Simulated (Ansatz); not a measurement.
# Ru: the crystal squeezed far

An exercise on one series of results from a longer session: the logs are not shown, and one member is left open.

Computed with Ansatz 0.2.0 (DFT, PBE, PAW with Ansatz's default frozen-core files, scalar-relativistic, unless a step's input says otherwise).

## The system as given

The structure is cubic, space group Pm-3m (No. 221). The conventional cell has a = 2.459 Å, b = 2.459 Å, c = 2.459 Å, α = 90.00°, β = 90.00°, γ = 90.00°. Around Ru (site symmetry m-3m) lie 6 Ru at 2.46 Å.

Coordinates:

```
Ru
1.0
     2.45904    0.00000    0.00000
     0.00000    2.45904    0.00000
     0.00000    0.00000    2.45904
Ru
1
Cartesian
  0.0000 0.0000 0.0000
```

Whether this phase is the stable one at these pressures isn't tested.

The first run:

input.yaml

```yaml
crystal:
  lattice:
    - [2.4590359101, 0.0, 0.0]
    - [0.0, 2.4590359101, 0.0]
    - [0.0, 0.0, 2.4590359101]
  atoms:
    - { symbol: Ru, position: [0.0, 0.0, 0.0] }
kpoints:
  mp_grid: { grid: [15, 15, 15] }
scf:
  occupations: { method: fermi_dirac, width: 0.1 }
hamiltonian:
  xc: pbe
  pseudopotentials: { kind: paw }
output:
  forces: true
  stress: true
  write_density: true
  write_potential: true
  elf: true
  volumetric_format: npy
relax:
  f_tol: 0.005
  max_steps: 40
  cell: {}
```

On the command line:

```bash
> ansatz run input.yaml --threads 1 --pin off --max-ram 2048MiB --backend cpu --events-out ev --progress --plain --runs-dir out
```

Steps of the session up to this table: Cell relaxed at zero pressure, PAW; Volume scaled by 1, PAW; Volume scaled by 0.9, PAW; Volume scaled by 0.9, PAW (partial_waves polarizable); Volume scaled by 0.8, PAW; Volume scaled by 0.7, PAW; Volume scaled by 0.6, PAW; Volume scaled by 0.5, PAW; Volume scaled by 0.4, PAW; Volume scaled by 0.4, PAW (cutoff 600 eV).

One table of the session follows, with a row left open; its other results are not shown here.

```
                         method  volume over the first  volume (Å³/atom)  pressure (GPa)
                            PAW                      1            15.853           -0.02
                            PAW                    0.9            14.268           29.61
                            PAW                    0.8            12.683           82.51
                            PAW                    0.7            11.097          178.87
                            PAW                    0.6             9.512          361.58
                            PAW                    0.5             7.927          735.28
                            PAW                    0.4             6.341         1591.13
            PAW (cutoff 600 eV)                    0.4                 ?               ?
PAW (partial_waves polarizable)                    0.9            14.268           29.61
```

Estimate the missing values for PAW (cutoff 600 eV), 0.4.

**Answer.** volume (Å³/atom): 6.341; pressure (GPa): 1590.11.
